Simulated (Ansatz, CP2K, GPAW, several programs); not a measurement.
# What each method gives for Ga2O3 (A-La2O3 type)

Ga2O3 in the A-La2O3-type structure, relaxed with r2SCAN in Ansatz, was computed with several methods. The symmetry is P-3m1 (No. 164, trigonal); conventional cell a = 2.991 Å, c = 6.846 Å, 10.61 Å³ an atom. Ga has 6 O at 1.87–2.22 Å; O has 6 Ga at 2.22 Å; O has 3 Ga at 1.87 Å. No spin polarisation and no zero-point or thermal motion; the cell was built from a prototype and may be hypothetical.

Space group P-3m1 (No. 164). a = 2.991 Å, b = 2.991 Å, c = 6.846 Å, α = 90.00°, β = 90.00°, γ = 120.00°

| atom | site | symmetry | x | y | z |
| --- | --- | --- | --- | --- | --- |
| Ga | 2d | 3m. | 0.3333 | 0.6667 | 0.2039 |
| O | 1a | -3m. | 0.0000 | 0.0000 | 0.0000 |
| O | 2d | 3m. | 0.3333 | 0.6667 | 0.6916 |

Gaps and times are for a single point on this cell; volume and bulk modulus come from each method's own relaxation or energy curve at fixed shape, which is too stiff where a cell has free coordinates or axes. Times are rough, from shared hosts (Intel Xeon Platinum 8259CL CPU @ 2.50GHz), and each method has its own mesh and cell size. A double dagger marks a value from a curve with shape and coordinates held. Gaps from k meshes are read at a limited set of points (mesh, symmetry points, PBE's band edges), so each method's own least gap may be somewhat smaller. Minimal bases can be far off for gaps. Curves at held shape can't give the bulk modulus of a layered or molecular crystal, so none is listed. GLLB-SC's gap includes the derivative discontinuity. d marks a direct gap, i an indirect one (no mark: not told apart), a dash a value that wasn't computed or didn't pass its checks.

| method | kind | gap (eV) | own volume (Å³/atom) | bulk modulus (GPa) | atoms computed | processor time |
| --- | --- | --- | --- | --- | --- | --- |
| light PBE (260 eV and a coarse mesh) | light plane-wave | 2.38 d | – | – | 5 | 1.7 s |
| PBE | semilocal | 2.51 d | 11.89 | – | 5 | 9 s |
| r2SCAN | semilocal | 3.12 d | 10.61 | – | 5 | 24 s |
| GLLB-SC (GPAW) | model potential | 4.42 | – | – | 5 | 48 s |
| PBE/SZV (CP2K) | small basis | 1.93 d | – | – | 5 | 53 s |
| PBE/DZVP (CP2K) | small basis | 2.48 d | 11.21‡ | – | 5 | 2.8 min |

Against r2SCAN (3.12 eV) and with closed or daggered gaps left aside, the nearest gap at the points sampled is that of PBE (-0.61 eV) and the farthest that of GLLB-SC (GPAW) (+1.30 eV). r2SCAN is only a yardstick of convenience: semilocal gaps usually lie below measured ones, which GLLB-SC and hybrids aim to mend.

Volumes against r2SCAN's: PBE +12.1 %.
